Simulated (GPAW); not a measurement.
Write an ASE script for GPAW 26.7.0 that does the following.

```yaml
Task: relaxation of cell and atoms
Functional: PBEsol
Dispersion: D3(BJ)+ATM
Potentials_or_basis: PAW data sets generated in the run's folder for this functional
Cutoff: 600 eV
Basis: pw
k_mesh: 7 × 7 × 7
Occupations: fermi-dirac, width 0.05 eV
Spin: collinear spin, ferromagnetic start
Starting_moments: "[0.0, 3.0, 3.0, 3.0] μB"
Maxiter: 150
Optimizer: BFGS
Fmax: 0.02 eV/Å
Max_steps: 60
Convergence: density=1e-05 forces=0.0001
```

The system is Fe3Ge.

```
Ge Fe
1.0
     3.66050    0.00000    0.00000
     0.00000    3.66050    0.00000
     0.00000    0.00000    3.66050
Ge Fe
1 3
Direct
  0.00000 0.00000 0.00000
  0.50000 0.00000 0.50000
  0.50000 0.50000 0.00000
  0.00000 0.50000 0.50000
```

The cell comes from a database or a generator and needn't be the stable form of this composition.

One way to write it, as run:

run.py

```python
from ase import Atoms
from ase.calculators.mixing import SumCalculator
from ase.filters import FrechetCellFilter
from ase.io import write
from ase.optimize import BFGS
from dftd3.ase import DFTD3
from gpaw import GPAW, PW, setup_paths

setup_paths.insert(0, '.')

atoms = Atoms(['Ge', 'Fe', 'Fe', 'Fe'],
              cell=[[3.66050052, 0.0, 0.0],
                    [0.0, 3.66050052, 0.0],
                    [0.0, 0.0, 3.66050052]],
              scaled_positions=[[0.0, 0.0, 0.0],
                                [0.5, 0.0, 0.5],
                                [0.5, 0.5, 0.0],
                                [0.0, 0.5, 0.5]],
              pbc=True)
atoms.set_initial_magnetic_moments([0.0, 3.0, 3.0, 3.0])

calc = GPAW(mode=PW(600),
            xc='PBEsol',
            kpts={'size': (7, 7, 7), 'gamma': True},
            occupations={'name': 'fermi-dirac', 'width': 0.05},
            nbands=30,
            convergence={'density': 1e-05, 'forces': 0.0001},
            maxiter=150,
            txt='gpaw.txt')
atoms.calc = SumCalculator([calc, DFTD3(damping='d3bj', params_tweaks=dict(method='pbesol', atm=True))])
opt = BFGS(FrechetCellFilter(atoms), trajectory='relax.traj', logfile='-')
done = opt.run(fmax=0.02, steps=60)
calc.write('gs.gpw')
write('result.traj', atoms)
print('Converged:', done)
print('Cell:', atoms.cell.cellpar().round(4))
print('Volume:', round(atoms.get_volume(), 4))
print(atoms.get_scaled_positions().round(5))
```

Potentials or basis: PAW data sets generated in the run's folder for this functional, pw.

The run is started by

```sh
$ gpaw-setup -f PBEsol Fe Ge
$ OMP_NUM_THREADS=1 python run.py
```

It gave:

```yaml
Relaxed_volume: 11.41 Å³/atom
Relaxed_cell: a = 3.573 Å, b = 3.573 Å, c = 3.573 Å, α = 90.00°, β = 90.00°, γ = 90.00°
Space_group_after_relaxing_to_0.05_Å: Pm-3m (No. 221)
Energy_gained_by_relaxing: 38.8 meV/atom
Ionic_steps: 4
Pressure_after_relaxing: -0.1 GPa
Band_gap_on_the_k_mesh: none (metal or under the smearing width)
Net_moment: 6.19 μB per cell
Site_moments: Ge -0.07; Fe +2.07 μB
Dispersion_energy_per_atom: -0.337 eV
```

Caveat: each step starts from the last one's moments, so a moment once lost doesn't come back; later steps reuse the first step's grids; pairwise dispersion overbinds metals, which lowers pressure and volume.

Run time: 3.8 min on 1 thread of AMD EPYC 7R43 64-Core Processor (Zen 3), on a shared host, peak memory 0.27 GiB.
